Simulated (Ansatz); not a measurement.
# Se: all-electron results

```xyz
1
Lattice="2.8106 0.0000 0.0000 0.0000 2.8106 0.0000 0.0000 0.0000 2.8106" Properties=species:S:1:pos:R:3 pbc="T T T"
Se    0.0000    0.0000    0.0000
```

Structure from Materials Project entry mp-7755 (possibly hypothetical), not relaxed further.

Computed with Ansatz 0.2.0, DFT, PBEsol, all-electron LAPW, scalar-relativistic.

Numerical set-up: a Γ-centred 12×12×12 k mesh, Fermi–Dirac smearing of 0.03 eV, basis error target 0.5 meV/atom, no spin polarisation.

- Pressure at this cell: -1.93 GPa
- Band gap: none: bands cross the Fermi level, a metal
- Density of states at the Fermi level (0.2 eV bin): 0.51 states/eV per cell
- Volume per atom: 22.20 Å³
